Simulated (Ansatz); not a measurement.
**CsSnI3 under changes of volume**

One of the cells (47.797 Å³/atom); the others are scaled copies at fixed shape and fractional positions:

```
Cs I Sn
1.0
     6.20570    0.00000    0.00000
     0.00000    6.20570    0.00000
     0.00000    0.00000    6.20570
Cs I Sn
1 3 1
Direct
  0.00000 0.00000 0.00000
  0.50000 0.50000 0.00000
  0.50000 0.00000 0.50000
  0.00000 0.50000 0.50000
  0.50000 0.50000 0.50000
```

| Quantity | Value |
| --- | --- |
| Program | Ansatz 0.2.0 |
| Functional | PBEsol |
| Potentials or basis | all-electron LAPW, scalar-relativistic |
| Cutoff | 190 eV (chosen from the basis error) |
| Basis error allowed | 0.001 eV/atom |
| k mesh | 5 × 5 × 5 |
| Occupations | fermi-dirac, width 0.05 eV |
| Spin | no spin polarisation |

```csv
volume (Å³/atom),energy over the lowest point (meV/atom),pressure (GPa),gap on the mesh (eV)
44.929,1.03,0.4,1.67
45.885,0.00,0.0,1.69
46.841,?,?,?
47.797,4.42,-0.7,1.73
48.753,9.40,-1.0,1.74
49.709,15.95,-1.2,1.76
50.665,23.89,-1.4,1.78
```

**Question.** What does the run at 46.841 Å³/atom give?

**Answer.** Energy over the lowest point 1.21 meV/atom; pressure -0.4 GPa; gap on the mesh 1.71 eV.

Worked out: A Birch-Murnaghan fit of order 3 (a polynomial in V^(-2/3)) to the other rows has its minimum at 45.83 Å³/atom with B0 = V·E''(V) = 18.2 GPa and B' = 4.7. It gives 1.21 meV/atom at 46.841 Å³/atom, against the run's 1.21, and -dE/dV = -0.4 GPa, against -0.4. A straight line through the other rows of the gap, of slope 0.895 eV per unit of ln V (its deformation potential), gives 1.71 eV, against the run's 1.71.

Energies are extrapolated to zero smearing.

Caveats: spin-orbit coupling is left out, which moves the levels of the heavy elements; an odd mesh through Γ misses points on the zone boundary, where band edges often lie; the cell was measured hot, at 500 K.
